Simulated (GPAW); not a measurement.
# Nb3Sn (Pm-3n) in GPAW: further runs, part 2 of 2

GPAW 26.7.0.

## (5) Relaxation of cell and atoms, PBEsol, target pressure 30 GPa, at which the enthalpy is minimised

run.py

```python
from ase import Atoms
from ase.filters import FrechetCellFilter
from ase.io import write
from ase.optimize import BFGS
from ase.units import GPa
from gpaw import GPAW, PW, setup_paths

setup_paths.insert(0, '.')

atoms = Atoms(['Sn', 'Sn', 'Nb', 'Nb', 'Nb', 'Nb', 'Nb', 'Nb'],
              cell=[[5.2821, 0.0, 0.0],
                    [0.0, 5.2821, 0.0],
                    [0.0, 0.0, 5.2821]],
              scaled_positions=[[0.5, 0.5, 0.5],
                                [0.0, 0.0, 0.0],
                                [0.0, 0.5, 0.25],
                                [0.0, 0.5, 0.75],
                                [0.5, 0.25, 0.0],
                                [0.75, 0.0, 0.5],
                                [0.5, 0.75, 0.0],
                                [0.25, 0.0, 0.5]],
              pbc=True)

calc = GPAW(mode=PW(600),
            xc='PBEsol',
            kpts={'size': (4, 4, 4), 'gamma': True},
            occupations={'name': 'fermi-dirac', 'width': 0.05},
            nbands=88,
            convergence={'density': 1e-05, 'forces': 0.0001},
            maxiter=150,
            txt='gpaw.txt')
atoms.calc = calc
opt = BFGS(FrechetCellFilter(atoms, scalar_pressure=30 * GPa), trajectory='relax.traj', logfile='-')
done = opt.run(fmax=0.02, steps=60)
calc.write('gs.gpw')
write('result.traj', atoms)
print('Converged:', done)
print('Cell:', atoms.cell.cellpar().round(4))
print('Volume:', round(atoms.get_volume(), 4))
print(atoms.get_scaled_positions().round(5))
```

Potentials or basis: PAW data sets generated in the run's folder for this functional, pw.

Run with:

```console
> gpaw-setup -f PBEsol Nb Sn
> OMP_NUM_THREADS=1 python run.py
```

gpaw.txt:

```text
__  _  _
 | _ |_)|_||  |
 |__||  | ||/\| - 26.7.0

Input parameters:
  mode=PW(ecut=600.0),
  convergence={'density': 1e-05, 'forces': 0.0001},
  kpts=MonkhorstPack(size=(4, 4, 4), gamma=True),
  maxiter=150,
  nbands=88,
  occupations=Occupations(name='fermi-dirac', width=0.05),
  xc=XC(name='PBEsol')

Diagonalizing LCAO Hamiltonian
Converting LCAO to pw mode
    .------------.
   /|            |
  / |            |
 *Nb|            |
 |  |            |
 |  |    Sn      |
 |NbNb-----Nb----.
 | /      Nb    /
 |/     Nb     /
 Sn-----------*

Atoms  # Å, Bohr magnetons
|   | symbol |        x |        y |        z |    initial magnetic moments |
|---|--------|----------|----------|----------|-----------------------------|
| 0 |     Sn | 2.641050 | 2.641050 | 2.641050 | ( 0.0000,  0.0000,  0.0000) |
| 1 |     Sn | 0.000000 | 0.000000 | 0.000000 | ( 0.0000,  0.0000,  0.0000) |
| 2 |     Nb | 0.000000 | 2.641050 | 1.320525 | ( 0.0000,  0.0000,  0.0000) |
| 3 |     Nb | 0.000000 | 2.641050 | 3.961575 | ( 0.0000,  0.0000,  0.0000) |
| 4 |     Nb | 2.641050 | 1.320525 | 0.000000 | ( 0.0000,  0.0000,  0.0000) |
| 5 |     Nb | 3.961575 | 0.000000 | 2.641050 | ( 0.0000,  0.0000,  0.0000) |
| 6 |     Nb | 2.641050 | 3.961575 | 0.000000 | ( 0.0000,  0.0000,  0.0000) |
| 7 |     Nb | 1.320525 | 0.000000 | 2.641050 | ( 0.0000,  0.0000,  0.0000) |
[... 239 lines left out ...]
Forces  # eV/Ang
|        x |        y |        z |
|----------|----------|----------|
|  0.00000 |  0.00000 |  0.00000 |  # Sn   0
|  0.00000 |  0.00000 |  0.00000 |  # Sn   1
|  0.00000 |  0.00000 | -0.00000 |  # Nb   2
|  0.00000 |  0.00000 |  0.00000 |  # Nb   3
|  0.00000 | -0.00000 |  0.00000 |  # Nb   4
|  0.00000 |  0.00000 |  0.00000 |  # Nb   5
|  0.00000 |  0.00000 |  0.00000 |  # Nb   6
| -0.00000 |  0.00000 |  0.00000 |  # Nb   7

Interpolating wave functions to new cell
    .------------.
   /|            |
  / |            |
 * Nb            |
 |  |            |
 |  |    Sn      |
 | NNb-----Nb----.
 | /      Nb    /
 |/     Nb     /
 Sn-----------*

Atoms  # Å, Bohr magnetons
|   | symbol |        x |        y |        z |    initial magnetic moments |
|---|--------|----------|----------|----------|-----------------------------|
| 0 |     Sn | 2.623019 | 2.623019 | 2.623019 | ( 0.0000,  0.0000,  0.0000) |
| 1 |     Sn | 0.000000 | 0.000000 | 0.000000 | ( 0.0000,  0.0000,  0.0000) |
| 2 |     Nb | 0.000000 | 2.623019 | 1.311509 | ( 0.0000,  0.0000,  0.0000) |
| 3 |     Nb | 0.000000 | 2.623019 | 3.934528 | ( 0.0000,  0.0000,  0.0000) |
| 4 |     Nb | 2.623019 | 1.311509 | 0.000000 | ( 0.0000,  0.0000,  0.0000) |
| 5 |     Nb | 3.934528 | 0.000000 | 2.623019 | ( 0.0000,  0.0000,  0.0000) |
| 6 |     Nb | 2.623019 | 3.934528 | 0.000000 | ( 0.0000,  0.0000,  0.0000) |
| 7 |     Nb | 1.311509 | 0.000000 | 2.623019 | ( 0.0000,  0.0000,  0.0000) |
[... 171 lines left out ...]
SCF iterations
|iter     | |      energy | eigst |  dens |force |
|---------|-|-------------|-------|-------|------|
|iter:   1| |  -77.354922 | -1.24 |       |      |
|iter:   2| |  -77.338638 | -3.07 | -1.99 |      |
|iter:   3| |  -77.267095 | -2.79 | -2.03 |      |
|iter:   4| |  -77.268491 | -4.06 | -2.91 |      |
|iter:   5| |  -77.269330c| -4.87 | -3.34 |      |
|iter:   6| |  -77.269325c| -6.53 | -4.15 |      |
|iter:   7| |  -77.269326c| -7.42c| -4.76 |      |
|iter:   8| |  -77.269326c| -7.89c| -5.04c|      |
|iter:   9| |  -77.269326c| -8.28c| -5.59c|-3.09 |
|iter:  10| |  -77.269326c| -8.80c| -5.84c|-3.47 |
|iter:  11| |  -77.269326c| -9.16c| -6.65c|-5.46c|

Converged in 11 steps
Energy contributions relative to reference atoms: (reference = -958963.478680)
[... 67 lines left out ...]
         NNb    Nb
                Nb
              Nb
       Sn

Atoms  # Å, Bohr magnetons
|   | symbol |        x |         y |         z |    initial magnetic moments |
|---|--------|----------|-----------|-----------|-----------------------------|
| 0 |     Sn | 2.558256 |  2.558256 |  2.558256 | ( 0.0000,  0.0000,  0.0000) |
| 1 |     Sn | 0.000000 | -0.000000 | -0.000000 | ( 0.0000,  0.0000,  0.0000) |
| 2 |     Nb | 0.000000 |  2.558256 |  1.279127 | ( 0.0000,  0.0000,  0.0000) |
| 3 |     Nb | 0.000000 |  2.558256 |  3.837385 | ( 0.0000,  0.0000,  0.0000) |
| 4 |     Nb | 2.558256 |  1.279127 | -0.000000 | ( 0.0000,  0.0000,  0.0000) |
| 5 |     Nb | 3.837385 |  0.000000 |  2.558256 | ( 0.0000,  0.0000,  0.0000) |
| 6 |     Nb | 2.558256 |  3.837385 | -0.000000 | ( 0.0000,  0.0000,  0.0000) |
| 7 |     Nb | 1.279127 |  0.000000 |  2.558256 | ( 0.0000,  0.0000,  0.0000) |
[... 256 lines left out ...]
         NNb    Nb
                Nb
              Nb
       Sn

Atoms  # Å, Bohr magnetons
|   | symbol |         x |         y |         z |    initial magnetic moments |
|---|--------|-----------|-----------|-----------|-----------------------------|
| 0 |     Sn |  2.506075 |  2.506075 |  2.506075 | ( 0.0000,  0.0000,  0.0000) |
| 1 |     Sn | -0.000000 | -0.000000 | -0.000000 | ( 0.0000,  0.0000,  0.0000) |
| 2 |     Nb |  0.000000 |  2.506075 |  1.253037 | ( 0.0000,  0.0000,  0.0000) |
| 3 |     Nb |  0.000000 |  2.506075 |  3.759114 | ( 0.0000,  0.0000,  0.0000) |
| 4 |     Nb |  2.506075 |  1.253037 | -0.000000 | ( 0.0000,  0.0000,  0.0000) |
| 5 |     Nb |  3.759114 | -0.000000 |  2.506075 | ( 0.0000,  0.0000,  0.0000) |
| 6 |     Nb |  2.506075 |  3.759114 | -0.000000 | ( 0.0000,  0.0000,  0.0000) |
| 7 |     Nb |  1.253037 | -0.000000 |  2.506075 | ( 0.0000,  0.0000,  0.0000) |

Unit cell  # Å
| periodic |        x |         y |         z |  lengths |    angles |
|----------|----------|-----------|-----------|----------|-----------|
|      yes | 5.012151 | -0.000000 | -0.000000 | 5.012151 | 90.000000 |
|      yes | 0.000000 |  5.012151 | -0.000000 | 5.012151 | 90.000000 |
|      yes | 0.000000 |  0.000000 |  5.012151 | 5.012151 | 90.000000 |

Number of symmetries: 24
Symmetry operations  # r_c * U_cc + t_c -> r_c
|    | kind |            matrix            |
|----|------|------------------------------|
|  0 |  E   |  1, 0, 0,  0, 1, 0,  0, 0, 1 |
|  1 |  σ   |  1, 0, 0,  0, 1, 0,  0, 0,-1 |
|  2 |  σ   |  1, 0, 0,  0,-1, 0,  0, 0, 1 |
|  3 |  C2  |  1, 0, 0,  0,-1, 0,  0, 0,-1 |
|  4 |  C3  |  0, 1, 0,  0, 0, 1,  1, 0, 0 |
|  5 |  S6  |  0, 1, 0,  0, 0, 1, -1, 0, 0 |
|  6 |  S6  |  0, 1, 0,  0, 0,-1,  1, 0, 0 |
|  7 |  C3  |  0, 1, 0,  0, 0,-1, -1, 0, 0 |
|  8 |  C3  |  0, 0, 1,  1, 0, 0,  0, 1, 0 |
[... 234 lines left out ...]
         NNb    Nb
                Nb
              Nb
       Sn

Atoms  # Å, Bohr magnetons
|   | symbol |         x |        y |         z |    initial magnetic moments |
|---|--------|-----------|----------|-----------|-----------------------------|
| 0 |     Sn |  2.511107 | 2.511107 |  2.511107 | ( 0.0000,  0.0000,  0.0000) |
| 1 |     Sn | -0.000000 | 0.000000 | -0.000000 | ( 0.0000,  0.0000,  0.0000) |
| 2 |     Nb |  0.000000 | 2.511107 |  1.255552 | ( 0.0000,  0.0000,  0.0000) |
| 3 |     Nb |  0.000000 | 2.511107 |  3.766661 | ( 0.0000,  0.0000,  0.0000) |
| 4 |     Nb |  2.511107 | 1.255552 |  0.000000 | ( 0.0000,  0.0000,  0.0000) |
| 5 |     Nb |  3.766661 | 0.000000 |  2.511107 | ( 0.0000,  0.0000,  0.0000) |
| 6 |     Nb |  2.511107 | 3.766661 |  0.000000 | ( 0.0000,  0.0000,  0.0000) |
| 7 |     Nb |  1.255552 | 0.000000 |  2.511107 | ( 0.0000,  0.0000,  0.0000) |

Unit cell  # Å
| periodic |        x |         y |        z |  lengths |    angles |
|----------|----------|-----------|----------|----------|-----------|
|      yes | 5.022213 | -0.000000 | 0.000000 | 5.022213 | 90.000000 |
|      yes | 0.000000 |  5.022213 | 0.000000 | 5.022213 | 90.000000 |
|      yes | 0.000000 |  0.000000 | 5.022213 | 5.022213 | 90.000000 |

Number of symmetries: 24
Symmetry operations  # r_c * U_cc + t_c -> r_c
|    | kind |            matrix            |
|----|------|------------------------------|
|  0 |  E   |  1, 0, 0,  0, 1, 0,  0, 0, 1 |
|  1 |  σ   |  1, 0, 0,  0, 1, 0,  0, 0,-1 |
|  2 |  σ   |  1, 0, 0,  0,-1, 0,  0, 0, 1 |
|  3 |  C2  |  1, 0, 0,  0,-1, 0,  0, 0,-1 |
|  4 |  C3  |  0, 1, 0,  0, 0, 1,  1, 0, 0 |
|  5 |  S6  |  0, 1, 0,  0, 0, 1, -1, 0, 0 |
|  6 |  S6  |  0, 1, 0,  0, 0,-1,  1, 0, 0 |
|  7 |  C3  |  0, 1, 0,  0, 0,-1, -1, 0, 0 |
|  8 |  C3  |  0, 0, 1,  1, 0, 0,  0, 1, 0 |
[... 150 lines left out ...]
SCF iterations
|iter     | |      energy | eigst |  dens |force |
|---------|-|-------------|-------|-------|------|
|iter:   1| |  -75.788526 | -2.25 |       |      |
|iter:   2| |  -75.787419 | -4.10 | -2.56 |      |
|iter:   3| |  -75.782164c| -3.91 | -2.60 |      |
|iter:   4| |  -75.782307c| -5.29 | -3.52 |      |
|iter:   5| |  -75.782373c| -6.07 | -3.86 |      |
|iter:   6| |  -75.782382c| -6.35 | -4.22 |      |
|iter:   7| |  -75.782382c| -7.98c| -4.90 |      |
|iter:   8| |  -75.782382c| -8.47c| -5.55c|      |
|iter:   9| |  -75.782382c| -8.79c| -6.12c|-6.08c|

Converged in 9 steps
Energy contributions relative to reference atoms: (reference = -958963.478680)
[... 50 lines left out ...]
Forces  # eV/Ang
|        x |        y |        z |
|----------|----------|----------|
|  0.00000 | -0.00000 |  0.00000 |  # Sn   0
|  0.00000 |  0.00000 | -0.00000 |  # Sn   1
|  0.00000 |  0.00000 |  0.00001 |  # Nb   2
|  0.00000 | -0.00000 | -0.00001 |  # Nb   3
|  0.00000 |  0.00001 |  0.00000 |  # Nb   4
| -0.00001 |  0.00000 |  0.00000 |  # Nb   5
|  0.00000 | -0.00001 | -0.00000 |  # Nb   6
|  0.00001 |  0.00000 |  0.00000 |  # Nb   7

# Writing to gs.gpw (mode='')
```

It took 6.8 min on 1 thread of Intel Xeon Platinum 8259CL at 2.50GHz (Skylake/Cascade Lake), shared host; peak memory 0.46 GiB.

Results:

| Property | Result |
| --- | --- |
| Free energy | -75.8206 eV |
| Relaxed volume | 15.83 Å³/atom |
| Relaxed cell | a = 5.022 Å, b = 5.022 Å, c = 5.022 Å, α = 90.00°, β = 90.00°, γ = 90.00° |
| Space group after relaxing (to 0.05 Å) | Pm-3n (No. 223) |
| Energy change on relaxing (the enthalpy is what falls) | +181.9 meV/atom |
| Ionic steps | 5 |
| Pressure after relaxing | 29.9 GPa |
| Band gap on the k mesh | none (metal or under the smearing width) |

The path:
```csv
step,energy change (eV),largest force (eV/Å),pressure (GPa),volume (Å³)
1,0.0000,0.0000,-3.37,147.37
2,-0.0321,0.0000,0.09,144.38
3,0.4415,0.0000,15.43,133.94
4,1.6003,0.0000,31.67,125.91
5,1.4548,0.0000,29.92,126.67
```

Final structure:
```
CELL_PARAMETERS angstrom
5.02221 0.00000 0.00000
0.00000 5.02221 0.00000
0.00000 0.00000 5.02221
ATOMIC_POSITIONS crystal
Sn 0.50000 0.50000 0.50000
Sn 0.00000 0.00000 0.00000
Nb 0.00000 0.50000 0.25000
Nb 0.00000 0.50000 0.75000
Nb 0.50000 0.25000 0.00000
Nb 0.75000 0.00000 0.50000
Nb 0.50000 0.75000 0.00000
Nb 0.25000 0.00000 0.50000
```

Levels at points of the mesh, in eV from the Fermi level:
```csv
k point,band 49,band 50,band 51,band 52,band 53,band 54,band 55,band 56,band 57,band 58
"(0.00, 0.00, 0.00)",-1.87,-0.70,-0.70,-0.70,-0.12,-0.12,2.75,2.75,2.75,3.43
"(0.50, 0.00, 0.00)",-1.25,-1.25,-1.13,-1.13,-0.31,-0.31,1.89,1.89,2.47,2.47
"(0.50, 0.50, 0.00)",-0.04,-0.04,0.15,0.15,0.42,0.56,0.80,0.82,0.82,0.83
"(0.50, 0.50, 0.50)",-0.11,-0.11,-0.11,-0.11,0.26,0.26,0.26,0.26,0.26,0.26
```

Caveat: later steps reuse the first step's grids.

## (6) The runs side by side

```csv
cell,target pressure,gap on the mesh (eV),pressure (GPa)
relaxed to 5 GPa,5 GPa,none,5.0
relaxed to 10 GPa,10 GPa,none,9.9
relaxed to 20 GPa,20 GPa,none,20.0
relaxed to 30 GPa,30 GPa,none,29.9
```

Alike in all rows: task relaxation of cell and atoms; level PBEsol; potentials or basis PAW data sets generated in the run's folder for this functional, pw; no spin polarisation; k mesh 4 × 4 × 4; cutoff (eV) 600; smearing fermi-dirac 0.05 eV.

Caveats: later steps reuse the first step's grids.

Absolute energies hang on the potentials; compare differences alone.
